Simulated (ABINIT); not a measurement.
# Pb (Fm-3m) in ABINIT: further runs

Aim: see how the results for Pb move with the level of theory and the settings. Levels: SOGGA, rPW86PBE, revPBE+D3(BJ). Tasks: band structure, equation of state.

Program: ABINIT 10.8.3 (patched build). These are calculated values, not measurements. Logs are shortened: lines on timing, memory, paths and dates and some standing lists are left out, and cuts for length are marked. The log counts tension as positive stress, the text compression.

## 1. The crystal as given

Symmetry: Fm-3m, No. 225, cubic system. Conventional cell: a = 4.950 Å, b = 4.950 Å, c = 4.950 Å, α = 90.00°, β = 90.00°, γ = 90.00°. Pb (site symmetry m-3m) is surrounded by 12 Pb at 3.50 Å.

## 2. Band structure, SOGGA

Contents of run.abi:

```
# Datasets: ground state, then fixed potential
ndtset 2

# Pseudopotentials
pp_dirpath "./"
pseudos "Pb.GGA_PBE-JTH.xml"

# Structure
acell 3*1.0
rprim
     0.0000000000     4.6771099530     4.6771099530
     4.6771099530     0.0000000000     4.6771099530
     4.6771099530     4.6771099530     0.0000000000
ntypat 1
znucl 82
natom 1
typat 1
xred
     0.0000000000     0.0000000000     0.0000000000

# Plane-wave basis
ecut 17.0
pawecutdg 34.0

# Exchange and correlation
ixc -150130

# Bands and occupations
occopt 3
tsmear 0.05 eV

# SCF cycle
nstep 100

# Output
iomode 3
prtwf 0
prteig 0
prtebands 0
prtden1 1

# Dataset 1
kptopt1 1
ngkpt1 9 9 9
nshiftk1 1
shiftk1 0.0 0.0 0.0
nband1 11
tolvrs1 1.0e-9

# Dataset 2: bands along G-X-W-K-G-L-U-W-L-K
iscf2 -2
getden2 1
nband2 15
nbdbuf2 2
tolwfr2 1.0e-12
kptopt2 -9
ndivsm2 5
prteig2 1
prtvol2 -3
kptbounds2
     0.0000000000     0.0000000000     0.0000000000
     0.5000000000     0.0000000000     0.5000000000
     0.5000000000     0.2500000000     0.7500000000
     0.3750000000     0.3750000000     0.7500000000
     0.0000000000     0.0000000000     0.0000000000
     0.5000000000     0.5000000000     0.5000000000
     0.6250000000     0.2500000000     0.6250000000
     0.5000000000     0.2500000000     0.7500000000
     0.5000000000     0.5000000000     0.5000000000
     0.3750000000     0.3750000000     0.7500000000
```

Potentials or basis: JTH PAW PBE v2.0.

The run is started by

```
$ abinit run.abi > log 2>&1
```

run.abo:

```text
.Version 10.8.3 of ABINIT
 DATASET    1 : space group Fm -3 m (#225); Bravais cF (face-center cubic)
================================================================================
 Values of the parameters that define the memory need for DATASET  1.
     intxc =       0    ionmov =       0      iscf =      17    lmnmax =      18
     lnmax =       6     mgfft =      27  mpssoang =       3    mqgrid =    3001
     natom =       1  nloc_mem =       2    nspden =       1   nspinor =       1
    nsppol =       1      nsym =      48    n1xccc =       1    ntypat =       1
    occopt =       3   xclevel =       2
       mpw =         696          nfft =       19683          nkpt =          35
 PAW method is used; the additional fine FFT grid is defined by:
   mgfftf=        36    nfftf =     46656
================================================================================
================================================================================

 DATASET    2 : space group Fm -3 m (#225); Bravais cF (face-center cubic)
================================================================================
 Values of the parameters that define the memory need for DATASET  2.
     intxc =       0    ionmov =       0      iscf =      -2    lmnmax =      18
     lnmax =       6     mgfft =      27  mpssoang =       3    mqgrid =    3001
     natom =       1  nloc_mem =       2    nspden =       1   nspinor =       1
    nsppol =       1      nsym =      48    n1xccc =       1    ntypat =       1
    occopt =       3   xclevel =       2
       mpw =         700          nfft =       19683          nkpt =          87
 PAW method is used; the additional fine FFT grid is defined by:
   mgfftf=        36    nfftf =     46656
================================================================================
================================================================================

--------------------------------------------------------------------------------
------------- Echo of variables that govern the present computation ------------
--------------------------------------------------------------------------------
 -outvars: echo values of preprocessed input variables --------
            acell      1.0000000000E+00  1.0000000000E+00  1.0000000000E+00 Bohr
              amu      2.07200000E+02
             ecut      1.70000000E+01 Hartree
           getden1          0
           getden2          1
             iscf1         17
             iscf2         -2
              ixc     -150130
           jdtset        1    2
           kptopt1          1
           kptopt2         -9
         kptrlatt        9    0    0      0    9    0      0    0    9
          kptrlen1     5.95298910E+01
          kptrlen2     3.00000000E+01
            natom           1
            nband1         11
            nband2         15
           nbdbuf1          0
           nbdbuf2          2
           ndtset           2
           ndivsm1          0
           ndivsm2          5
            ngfft          27      27      27
          ngfftdg          36      36      36
             nkpt1         35
             nkpt2         87
            nstep         100
             nsym          48
           ntypat           1
           occopt           3
        pawecutdg      3.40000000E+01 Hartree
         pawxcdev           0
        prtebands           0
           prteig1          0
           prteig2          1
           prtvol1          0
           prtvol2         -3
            prtwf           0
            rprim      0.0000000000E+00  4.6771099530E+00  4.6771099530E+00
                       4.6771099530E+00  0.0000000000E+00  4.6771099530E+00
                       4.6771099530E+00  4.6771099530E+00  0.0000000000E+00
           shiftk1     0.00000000E+00  0.00000000E+00  0.00000000E+00
           shiftk2     5.00000000E-01  5.00000000E-01  5.00000000E-01
          spgroup         225
           tolvrs1     1.00000000E-09
           tolvrs2     0.00000000E+00
           tolwfr1     0.00000000E+00
           tolwfr2     1.00000000E-12
[... 179 lines left out ...]
...

 Cartesian components of stress tensor (hartree/bohr^3)
  sigma(1 1)=  1.16132715E-04  sigma(3 2)=  0.00000000E+00
  sigma(2 2)=  1.16132715E-04  sigma(3 1)=  0.00000000E+00
  sigma(3 3)=  1.16132715E-04  sigma(2 1)=  0.00000000E+00

-Cartesian components of stress tensor (GPa)         [Pressure= -3.4167E+00 GPa]
- sigma(1 1)=  3.41674244E+00  sigma(3 2)=  0.00000000E+00
- sigma(2 2)=  3.41674244E+00  sigma(3 1)=  0.00000000E+00
- sigma(3 3)=  3.41674244E+00  sigma(2 1)=  0.00000000E+00

================================================================================
== DATASET  2 ==================================================================

--- !DatasetInfo
iteration_state: {dtset: 2, }
dimensions: {natom: 1, nkpt: 87, mband: 15, nsppol: 1, nspinor: 1, nspden: 1, mpw: 700, }
cutoff_energies: {ecut:  17.0, pawecutdg:  34.0, }
electrons: {nelect:   1.40000000E+01, charge:   0.00000000E+00, occopt:   3.00000000E+00, tsmear:   1.83746611E-03, }
meta: {optdriver: 0, ionmov: 0, optcell: 0, iscf: -2, paral_kgb: 0, }
...

 mkfilename : getden/=0, take file _DEN from output of DATASET   1.

 Real(R)+Recip(G) space primitive vectors, cartesian coordinates (Bohr,Bohr^-1):
 R(1)=  0.0000000  4.6771100  4.6771100  G(1)= -0.1069036  0.1069036  0.1069036
 R(2)=  4.6771100  0.0000000  4.6771100  G(2)=  0.1069036 -0.1069036  0.1069036
 R(3)=  4.6771100  4.6771100  0.0000000  G(3)=  0.1069036  0.1069036 -0.1069036
 Unit cell volume ucvol=  2.0462690E+02 bohr^3
 Angles (23,13,12)=  6.00000000E+01  6.00000000E+01  6.00000000E+01 degrees

 Coarse grid specifications (used for wave-functions):

 getcut: wavevector=  0.0000  0.0000  0.0000  ngfft=  27  27  27
         ecut(hartree)=     17.000   => boxcut(ratio)=   2.12096

 Fine grid specifications (used for densities):

 getcut: wavevector=  0.0000  0.0000  0.0000  ngfft=  36  36  36
         ecut(hartree)=     34.000   => boxcut(ratio)=   2.07351
--------------------------------------------------------------------------------

================================================================================
 Non-SCF case, kpt    1 (  0.00000  0.00000  0.00000), residuals and eigenvalues=
  9.36E-13  4.06E-13  8.01E-13  4.84E-13  6.48E-13  3.54E-13  2.73E-13  3.30E-13
  9.30E-13  2.79E-13  5.04E-13  3.97E-13  8.19E-13  5.99E-12  4.25E-13
 -3.5897E-01 -3.5897E-01 -3.5897E-01 -3.5378E-01 -3.5378E-01 -1.6779E-01
  5.3848E-01  5.3848E-01  5.3848E-01  6.2179E-01  6.7494E-01  7.2285E-01
  7.2285E-01  7.2285E-01  8.0703E-01
 Non-SCF case, kpt    2 (  0.03571  0.00000  0.03571), residuals and eigenvalues=
  9.04E-13  8.89E-13  6.82E-13  6.44E-13  5.30E-13  4.11E-13  4.43E-13  4.07E-13
  3.02E-13  1.33E-13  1.80E-13  8.08E-13  2.73E-13  4.46E-12  7.00E-07
 -3.5903E-01 -3.5880E-01 -3.5880E-01 -3.5385E-01 -3.5371E-01 -1.6658E-01
  5.2907E-01  5.3266E-01  5.3266E-01  6.1715E-01  6.8565E-01  7.2966E-01
[... 497 lines left out ...]
  1.6683E-01  2.4380E-01  3.9326E-01  5.1233E-01  7.4222E-01  8.0983E-01
  8.2038E-01  8.9961E-01  9.0165E-01
 Non-SCF case, kpt   86 (  0.38889  0.38889  0.72222), residuals and eigenvalues=
  4.25E-13  4.10E-13  6.56E-13  8.87E-13  5.35E-13  6.52E-13  5.45E-13  4.43E-13
  3.83E-13  1.24E-13  7.89E-13  3.58E-13  7.49E-13  3.90E-10  8.23E-11
 -3.6174E-01 -3.5707E-01 -3.5202E-01 -3.5198E-01 -3.4927E-01  1.1245E-02
  1.7965E-01  2.1987E-01  3.8266E-01  5.0501E-01  7.1079E-01  8.4785E-01
  8.4819E-01  8.9482E-01  8.9868E-01
 Non-SCF case, kpt   87 (  0.37500  0.37500  0.75000), residuals and eigenvalues=
  4.70E-13  4.07E-13  6.81E-13  1.34E-13  1.49E-13  4.38E-13  6.46E-13  4.07E-13
  2.26E-13  2.25E-13  3.66E-13  8.13E-13  9.01E-13  3.85E-13  4.78E-13
 -3.6216E-01 -3.5797E-01 -3.5138E-01 -3.5130E-01 -3.4905E-01  1.6152E-02
  1.7933E-01  2.1798E-01  3.7412E-01  4.9942E-01  6.8084E-01  8.6707E-01
  8.8386E-01  8.9221E-01  9.0816E-01

--- !ResultsGS
iteration_state: {dtset: 2, }
comment   : Summary of ground state results
lattice_vectors:
- [  0.0000000,   4.6771100,   4.6771100, ]
- [  4.6771100,   0.0000000,   4.6771100, ]
- [  4.6771100,   4.6771100,   0.0000000, ]
lattice_lengths: [   6.61443,    6.61443,    6.61443, ]
lattice_angles: [ 60.000,  60.000,  60.000, ] # degrees, (23, 13, 12)
lattice_volume:   2.0462690E+02
convergence: {deltae:  0.000E+00, res2:  0.000E+00, residm:  9.997E-13, diffor:  0.000E+00, }
etotal    :  -6.11793941E+01
entropy   :   0.00000000E+00
fermie    :   2.58606546E-01
cartesian_stress_tensor: null
pressure_GPa: null
xred      :
- [  0.0000E+00,   0.0000E+00,   0.0000E+00, Pb]
cartesian_forces: null
force_length_stats: {min: null, max: null, mean: null, }
...

 Integrated electronic density in atomic spheres:
 ------------------------------------------------
 Atom  Sphere_radius  Integrated_density
    1        2.40264         11.38244019

================================================================================

 ----iterations are completed or convergence reached----

 Mean square residual over all n,k,spin=   50.054E-14; max=  99.967E-14
 reduced coordinates (array xred) for    1 atoms
       0.000000000000      0.000000000000      0.000000000000

 cartesian coordinates (angstrom) at end:
    1      0.00000000000000     0.00000000000000     0.00000000000000
 length scales=  1.000000000000  1.000000000000  1.000000000000 bohr
              =  0.529177210544  0.529177210544  0.529177210544 angstroms
 Eigenvalues (hartree) for nkpt=  87  k points:
 kpt#   1, nband= 15, wtk=  1.00000, kpt=  0.0000  0.0000  0.0000 (reduced coord)
  -0.35897   -0.35897   -0.35897   -0.35378   -0.35378   -0.16779    0.53848    0.53848
   0.53848    0.62179    0.67494    0.72285    0.72285    0.72285    0.80703
 kpt#   2, nband= 15, wtk=  1.00000, kpt=  0.0357  0.0000  0.0357 (reduced coord)
  -0.35903   -0.35880   -0.35880   -0.35385   -0.35371   -0.16658    0.52907    0.53266
   0.53266    0.61715    0.68565    0.72966    0.73010    0.73010    0.78710
 kpt#   3, nband= 15, wtk=  1.00000, kpt=  0.0714  0.0000  0.0714 (reduced coord)
  -0.35926   -0.35840   -0.35840   -0.35408   -0.35354   -0.16296    0.50661    0.51750
   0.51750    0.60590    0.70772    0.74737    0.74952    0.74952    0.75139
 kpt#   4, nband= 15, wtk=  1.00000, kpt=  0.1071  0.0000  0.1071 (reduced coord)
  -0.35961   -0.35775   -0.35775   -0.35443   -0.35327   -0.15693    0.47857    0.49718
   0.49718    0.59212    0.69017    0.76052    0.77190    0.77689    0.77689
 kpt#   5, nband= 15, wtk=  1.00000, kpt=  0.1429  0.0000  0.1429 (reduced coord)
  -0.36010   -0.35687   -0.35687   -0.35498   -0.35290   -0.14847    0.44811    0.47486
   0.47486    0.57807    0.64851    0.80053    0.80092    0.80890    0.80890
 kpt#   6, nband= 15, wtk=  1.00000, kpt=  0.1786  0.0000  0.1786 (reduced coord)
  -0.36068   -0.35584   -0.35584   -0.35569   -0.35247   -0.13762    0.41610    0.45237
[... 230 lines left out ...]
  -0.36032   -0.35681   -0.35519   -0.35189   -0.34915   -0.01303    0.13931    0.31232
   0.41919    0.53241    0.73811    0.76193    0.80902    0.86495    0.91050
 kpt#  84, nband= 15, wtk=  1.00000, kpt=  0.4167  0.4167  0.6667 (reduced coord)
  -0.36078   -0.35621   -0.35402   -0.35258   -0.34925   -0.00497    0.15242    0.27607
   0.40560    0.52145    0.77050    0.77777    0.79079    0.90221    0.90428
 kpt#  85, nband= 15, wtk=  1.00000, kpt=  0.4028  0.4028  0.6944 (reduced coord)
  -0.36127   -0.35634   -0.35291   -0.35261   -0.34933    0.00351    0.16683    0.24380
   0.39326    0.51233    0.74222    0.80983    0.82038    0.89961    0.90165
 kpt#  86, nband= 15, wtk=  1.00000, kpt=  0.3889  0.3889  0.7222 (reduced coord)
  -0.36174   -0.35707   -0.35202   -0.35198   -0.34927    0.01124    0.17965    0.21987
   0.38266    0.50501    0.71079    0.84785    0.84819    0.89482    0.89868
 kpt#  87, nband= 15, wtk=  1.00000, kpt=  0.3750  0.3750  0.7500 (reduced coord)
  -0.36216   -0.35797   -0.35138   -0.35130   -0.34905    0.01615    0.17933    0.21798
   0.37412    0.49942    0.68084    0.86707    0.88386    0.89221    0.90816

== END DATASET(S) ==============================================================
================================================================================

 -outvars: echo values of variables after computation  --------
            acell      1.0000000000E+00  1.0000000000E+00  1.0000000000E+00 Bohr
           etotal1    -6.1179394117E+01
            fcart1    -0.0000000000E+00 -0.0000000000E+00 -0.0000000000E+00
            rprim      0.0000000000E+00  4.6771099530E+00  4.6771099530E+00
                       4.6771099530E+00  0.0000000000E+00  4.6771099530E+00
                       4.6771099530E+00  4.6771099530E+00  0.0000000000E+00
           strten1     1.1613271514E-04  1.1613271514E-04  1.1613271514E-04
                       0.0000000000E+00  0.0000000000E+00  0.0000000000E+00
 Calculation completed.
```

Wall time 32 s (1 thread of Arm Neoverse V2, shared host); peak memory 0.1 GiB.

What came out:

```
Free energy                                           : -1664.7761 eV
Band gap on the k mesh                                : none (metal or under the smearing width)
Valence electrons inside the program's atomic spheres : Pb 11.38 (radii [1.2714] Å)
```

Levels at the corners of the path, in eV from the Fermi level:
```
point  band 5  band 6  band 7  band 8  band 9  band 10
    Γ  -16.66  -11.60    7.62    7.62    7.62     9.88
    X  -16.49   -6.51   -3.15    2.21    2.21     5.43
    W  -16.49   -6.41   -1.24   -1.24    0.38    10.96
    K  -16.54   -6.60   -2.16   -1.11    3.14     6.55
    Γ  -16.66  -11.60    7.62    7.62    7.62     9.88
    L  -16.53   -7.94   -4.11    5.77    5.77     9.31
    U  -16.54   -6.60   -2.16   -1.11    3.14     6.55
    W  -16.49   -6.41   -1.24   -1.24    0.38    10.96
    L  -16.53   -7.94   -4.11    5.77    5.77     9.31
    K  -16.54   -6.60   -2.16   -1.11    3.14     6.55
```

Caveat: the cutoff is too short for stress, so the log's stress isn't used; the PAW data sets were made with another functional, which shifts forces and pressure a little; spin-orbit coupling is left out, which moves the levels of the heavy elements.

(Continued in part 2 of 2.)
